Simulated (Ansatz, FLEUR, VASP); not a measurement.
**In: 4 runs at one level of theory**

```
In
1.0
     3.33548    0.00000    0.00000
    -1.66774    2.88861    0.00000
     0.00000    0.00000   20.50914
In
3
Direct
  0.33333 0.66667 0.36569
  0.66667 0.33333 0.50000
  0.33333 0.66667 0.63431
```

Alike in all runs: task single point; functional PBE; k mesh 9 × 9 × 1; occupations fermi-dirac, width 0.05 eV; no spin polarisation; no spin-orbit coupling.

```csv
program and potentials,plane-wave cutoff (eV),notes,largest force (eV/Å)
"Ansatz, all-electron LAPW, scalar-relativistic",-,-,0.060
"Ansatz, Ansatz PAW",420,-,0.060
"VASP, PBE PAW files In_d, 520 eV",520,-,?
"FLEUR, all-electron, FLAPW",-,-,0.059
```

Q: Estimate from the other rows what the run with VASP, PBE PAW files In_d, 520 eV gave.

A: Largest force 0.061 eV/Å. The other rows, which needn't bracket it: largest force 0.059 to 0.060.
